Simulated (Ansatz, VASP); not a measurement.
**One calculation of Al2Pt, two programs**

INCAR

```
PREC = Accurate
ENCUT = 520
EDIFF = 1E-7
ISMEAR = -1
SIGMA = 0.05
LREAL = F
LASPH = T
NELM = 60
ALGO = Normal
ISIF = 2
LWAVE = F
LCHARG = F
GGA = PS
NBANDS = 15
```

File KPOINTS:

```
regular mesh
0
Gamma
  8 8 8
```

The input POSCAR:

```
Al2Pt
1.0
    0.0000000000      2.9351671877      2.9351671877
    2.9351671877      0.0000000000      2.9351671877
    2.9351671877      2.9351671877      0.0000000000
Pt Al
1 2
Direct
    0.0000000000      0.0000000000      0.0000000000
    0.7500000000      0.7500000000      0.7500000000
    0.2500000000      0.2500000000      0.2500000000
```

Contents of input.yaml:

```yaml
crystal:
  lattice:
    - [0.0, 2.9351671877, 2.9351671877]
    - [2.9351671877, 0.0, 2.9351671877]
    - [2.9351671877, 2.9351671877, 0.0]
  atoms:
    - { symbol: Pt, position: [0.0, 0.0, 0.0] }
    - { symbol: Al, position: [0.75, 0.75, 0.75] }
    - { symbol: Al, position: [0.25, 0.25, 0.25] }
hamiltonian:
  xc: pbesol
  pseudopotentials: { kind: paw }
kpoints:
  mp_grid: { grid: [8, 8, 8] }
scf:
  occupations: { method: fermi_dirac, width: 0.05 }
output:
  forces: true
  stress: true
  eigenvalues: true
```

Change from the starting cell: volume scaled by 0.98.

Alike in both runs: task single point; functional PBEsol; k mesh 8 × 8 × 8; occupations fermi-dirac, width 0.05 eV; no spin polarisation.

```csv
,VASP,Ansatz
version,VASP 6.6.1,Ansatz 0.2.0
potentials or method,"VASP PAW PBE potentials, release 64 (Pt, Al)",Ansatz PAW
plane-wave cutoff (eV),520,420
valence electrons in the cell,16,24
```

```csv
,VASP,Ansatz,Ansatz less VASP
gap on the k mesh at the Fermi level (eV),none,none,-
pressure (GPa),1.9,1.9,+0.05
```

A gap of «none» marks a metal or a gap that the smearing closes. The functional is the same, so the differences come from potentials, cutoffs and numerics. The two sets of potentials don't hold the same shells in valence.

Caveats: the PAW data sets were made with another functional, which shifts forces and pressure a little (VASP); the PAW data sets come from PBE, with cores solved anew for the run's functional, which leaves a small shift of forces and pressure (Ansatz). Spin-orbit coupling is left out, which matters for the levels of Pt.
